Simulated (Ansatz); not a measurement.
Runs of Ansatz 0.2.0 on Tc. Symmetry: Fm-3m, No. 225, cubic system. The conventional cell has a = 3.900 Å, b = 3.900 Å, c = 3.900 Å, α = 90.00°, β = 90.00°, γ = 90.00°. Around Tc (site symmetry m-3m) lie 12 Tc at 2.76 Å. This isn't the form of Tc at room conditions, which is hcp.

```csv
level,gap on the mesh (eV),pressure (GPa)
r2SCAN,none,-11.0
PBE0,none,-17.6
r2SCAN0,none,(b)
LDA,none,-19.9
PBEsol,none,(a)
```

Alike in all rows: task projected density of states; potentials or basis Ansatz PAW earlier set; no spin polarisation; cell as given; k mesh 7 × 7 × 7; cutoff (eV) 500; smearing fermi-dirac 0.05 eV; the mesh is coarse, so values aren't converged.

Question: Estimate the missing entries.

Answer: (a) -14.9; (b) -20.3.

Caveats: all runs use coarse meshes; the PAW data sets come from PBE, with cores solved anew for the run's functional, which leaves a small shift of forces and pressure; the density of states is complete only up to the lowest level of the last band computed; the thresholds are loose for stress (some runs).

A k mesh can miss the band edges, and the runs leave out spin-orbit coupling on Tc.

A gap of «none» marks a metal or a gap under the smearing width.
